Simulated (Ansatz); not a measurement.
Starting cell, BeO (wurtzite):

```
BeO
1.0
    5.38097     0.00000     0.00000
   -1.34524     2.33003     0.00000
    0.00000     0.00000     4.36988
Be O
4 4
Direct
  0.33333   0.33333   0.00145
  0.83333   0.33333   0.00145
  0.16667   0.66667   0.50145
  0.66667   0.66667   0.50145
  0.33333   0.33333   0.62375
  0.83333   0.33333   0.62375
  0.16667   0.66667   0.12375
  0.66667   0.66667   0.12375
```

The atoms are displaced by Q × the pattern below (from a DFPT mode at M = (0.5, 0.0, 0.0), largest move 1; Q in Å), at fixed cell. (q is in reciprocal vectors of the primitive cell; the cell shown is doubled to hold the pattern.)

```json
[
 {"atom": "Be1", "x": "0.449", "y": "-0.777", "z": "0.000"},
 {"atom": "Be2", "x": "-0.449", "y": "0.777", "z": "0.000"},
 {"atom": "Be3", "x": "-0.449", "y": "0.777", "z": "0.000"},
 {"atom": "Be4", "x": "0.449", "y": "-0.777", "z": "0.000"},
 {"atom": "O5", "x": "-0.500", "y": "0.866", "z": "0.000"},
 {"atom": "O6", "x": "0.500", "y": "-0.866", "z": "0.000"},
 {"atom": "O7", "x": "0.500", "y": "-0.866", "z": "0.000"},
 {"atom": "O8", "x": "-0.500", "y": "0.866", "z": "0.000"}
]
```

The numbers are results of r2SCAN (plane waves to 500 eV, PAW, scalar-relativistic; Ansatz, a first-principles code), not measurements. k mesh 7×14×8 (Γ-centred), Fermi-Dirac smearing 0.05 eV. The energy includes the smearing's −TS. BeO was relaxed with its symmetry unable to fall. ΔE is measured from the undisplaced structure.

| Q (Å) | ΔE (meV/cell) |
|---|---|
| -0.2800 | 3384 |
| -0.2333 | withheld |
| -0.1867 | 1521 |
| -0.1400 | 857 |
| -0.0933 | 381 |
| -0.0467 | 95 |
| 0.0000 | 0 |
| 0.0467 | 95 |
| 0.0933 | 381 |
| 0.1400 | 857 |
| 0.1867 | 1521 |
| 0.2333 | withheld |
| 0.2800 | 3384 |

Problem. Fit an even polynomial form (powers 2, 4) to the given rows and predict ΔE at Q = 0.2333.

Solution. Least squares on the 11 given rows: ΔE = (43960)·Q² + (-10140)·Q⁴, in meV/cell with Q in Å; root-mean-square residual 0.7 meV/cell. At 0.2333 the fit gives 2363 meV/cell; the calculation gives 2367 meV/cell, so the interpolation is off by -4 (-0.2 %). The quadratic term alone would give 2393 meV/cell.

(A displaced cell: forces are minus the slopes of the energy, force constants its curvatures, and phonons follow from these.)
